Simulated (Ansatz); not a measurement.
Relaxing Tl

The calculation used DFT PBE+D3(BJ), scalar-relativistic, plane waves, PAW (Ansatz 0.2.0). (420 eV cutoff, 15×15×8 k-mesh, Gaussian smearing of 0.10 eV, no spin polarisation)

What was changed: relaxed at -1 GPa.

Spin–orbit coupling is left out, which can shift energies with elements as heavy as these.

Command:

```bash
ansatz run input.yaml --threads 1 --pin off --max-ram 1331MiB --backend cpu --events-out ev --progress --plain --runs-dir out
```

Input:

```yaml
crystal:
  lattice:
    - [3.5462188925, 0.0, 0.0]
    - [-1.7731094463, 3.0711156483, 0.0]
    - [0.0, 0.0, 5.4914313155]
  atoms:
    - { symbol: Tl, position: [0.3333333333, 0.6666666667, 0.25] }
    - { symbol: Tl, position: [0.6666666667, 0.3333333333, 0.75] }
basis:
  ecutwfc: 420
kpoints:
  mp_grid: { grid: [15, 15, 8] }
hamiltonian:
  xc: pbe
  dispersion: d3bj
scf:
  occupations: { method: gaussian, width: 0.1 }
output:
  forces: true
  stress: true
  eigenvalues: true
relax:
  adjacent_minimum: "off"
  f_tol: 0.008
  max_steps: 50
  cell: { stress_tol: 0.08, p_target: -1.0 }
```

F is the free energy. Steps run on the plane waves of an earlier cell, but the last one, and at times one on the way, on a freshly chosen basis, so a repeated geometry can differ a little in energy. The relaxation lowers the enthalpy F + PV at the target pressure, so F itself can rise.

Steps:

```tsv
step	F − F(1) (eV)	largest force component (eV/Å)	V (Å³/atom)	P (GPa)
1	0.0000	0.000	29.903	-0.30
2	0.0039	0.000	30.419	-0.81
3	0.0063	0.000	30.624	-0.99
4	0.0059	0.000	30.624	-0.99
```

Relaxed structure:

```yaml
crystal:
  lattice:
    - [3.57561, 0.00000, 0.00000]
    - [-1.78781, 3.09657, 0.00000]
    - [0.00000, 0.00000, 5.53166]
  atoms:
    - { symbol: Tl, position: [0.33333, 0.66667, 0.25000] }
    - { symbol: Tl, position: [0.66667, 0.33333, 0.75000] }
```

Symmetry: P6_3/mmc, No. 194, hexagonal system. Conventional cell: a = 3.576 Å, b = 3.576 Å, c = 5.532 Å, α = 90.00°, β = 90.00°, γ = 120.00°. Tl (site symmetry -6m2) is surrounded by 12 Tl at 3.45 to 3.58 Å.

The run converged. The run took roughly 50 core-seconds.